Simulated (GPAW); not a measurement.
The system is Mn3Si.

```
CELL_PARAMETERS angstrom
0.00000 2.86100 2.86100
2.86100 0.00000 2.86100
2.86100 2.86100 0.00000
ATOMIC_POSITIONS crystal
Mn 0.75000 0.75000 0.75000
Mn 0.25000 0.25000 0.25000
Mn 0.50000 0.50000 0.50000
Si 0.00000 0.00000 0.00000
```

```yaml
Program: GPAW 26.7.0
Task: relaxation of cell and atoms
Functional: PBEsol
Potentials_or_basis: PAW data sets generated in the run's folder for this functional
Cutoff: 600 eV
Basis: pw
k_mesh: 6 × 6 × 6
Occupations: fermi-dirac, width 0.05 eV
Spin: collinear spin, ferromagnetic start
Starting_moments: "[4.0, 4.0, 4.0, 0.0] μB"
```

At the start: pressure -14.5 GPa; volume 11.71 Å³/atom.

Question: How do energy, volume and symmetry change on relaxing?

Answer: Over 4 steps the energy falls by 39.9 meV/atom and the volume is 10.88 Å³/atom (-7.1 %); space group Fm-3m (No. 225, to 0.05 Å); moment 1.07 μB per cell.

Step by step:
| step | energy change (eV) | largest force (eV/Å) | pressure (GPa) | volume (Å³) |
| --- | --- | --- | --- | --- |
| 1 | 0.0000 | 0.0000 | -14.48 | 46.84 |
| 2 | -0.0442 | 0.0000 | -12.58 | 46.31 |
| 3 | -0.1583 | 0.0000 | 1.45 | 43.22 |
| 4 | -0.1598 | 0.0000 | -0.14 | 43.51 |

Final structure:
```cif
data_structure
_symmetry_space_group_name_H-M 'P 1'
_symmetry_Int_Tables_number 1
_cell_length_a 3.9481
_cell_length_b 3.9481
_cell_length_c 3.9481
_cell_angle_alpha 60.000
_cell_angle_beta 60.000
_cell_angle_gamma 60.000
_cell_volume 43.51
loop_
_atom_site_label
_atom_site_type_symbol
_atom_site_fract_x
_atom_site_fract_y
_atom_site_fract_z
_atom_site_occupancy
Mn1 Mn 0.75000 0.75000 0.75000 1
Mn2 Mn 0.25000 0.25000 0.25000 1
Mn3 Mn 0.50000 0.50000 0.50000 1
Si1 Si 0.00000 0.00000 0.00000 1
```

Caveat: each step starts from the last one's moments, so a moment once lost doesn't come back; later steps reuse the first step's grids.
